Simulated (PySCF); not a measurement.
**Which functional comes closest?**

Molecule: SMILES CCN(CC)CC, C$_{6}$H$_{15}$N.

Atom-mapped SMILES (the numbers label the heavy atoms): `[CH3:1][CH2:2][N:3]([CH2:4][CH3:5])[CH2:6][CH3:7]`. Hydrogens are named by the atom that carries them.

Geometry PBE0-D3(BJ)/def2-SVP throughout; GIAO in PySCF, gas phase, one conformer, non-relativistic; equivalent atoms averaged; basis pcSseg-1.

Reference values (measured; solution, THF-d8, 298 K; Fulmer et al., Organometallics 2010, 29, 2176): δ(H(C1)/H(C5)/H(C7)) = 0.97 ppm, δ(H(C2)/H(C4)/H(C6)) = 2.46 ppm, δ(C1/C5/C7) = 12.5 ppm, δ(C2/C4/C6) = 47.2 ppm. Computed shifts are taken against TMS, calculated as an isolated molecule at each level.

Problem. How do the functionals HF, PBE, BLYP, BP86, OPBE, B3LYP, PBE0, BHandHLYP, CAM-B3LYP, LC-wPBE perform against the reference? Times are CPU seconds on shared hosts with different chips, so compare them loosely; the GGAs took longer than the global hybrids here, which isn't the general rule, and the cause wasn't traced.

Solution. 
```csv
functional,kind,H(C1)/H(C5)/H(C7),H(C2)/H(C4)/H(C6),C1/C5/C7,C2/C4/C6,mean abs. error H,mean abs. error C,core-s
HF,Hartree–Fock,1.00,2.12,13.1,41.3,0.18,3.3,12
PBE,GGA,0.96,2.65,11.4,48.6,0.10,1.2,37
BLYP,GGA,0.99,2.66,12.2,49.8,0.11,1.4,36
BP86,GGA,0.97,2.65,11.8,48.8,0.09,1.1,37
OPBE,GGA,0.94,2.60,11.7,46.0,0.09,1.0,37
B3LYP,global hybrid,0.98,2.52,12.3,47.9,0.04,0.4,29
PBE0,global hybrid,0.95,2.47,11.8,46.4,0.02,0.8,29
BHandHLYP,global hybrid,0.98,2.34,12.6,45.4,0.07,1.0,24
CAM-B3LYP,range-separated hybrid,0.98,2.44,12.0,46.6,0.02,0.6,33
LC-wPBE,range-separated hybrid,0.95,2.32,11.9,44.1,0.08,1.9,45
```

For $^{1}$H the closest is CAM-B3LYP (0.02 ppm, with PBE0, B3LYP practically level) and the furthest HF (0.18 ppm).

For $^{13}$C the closest is B3LYP (0.4 ppm, with CAM-B3LYP practically level) and the furthest HF (3.3 ppm). One molecule is a small sample, and vibrational and solvent effects are absent from the calculation.
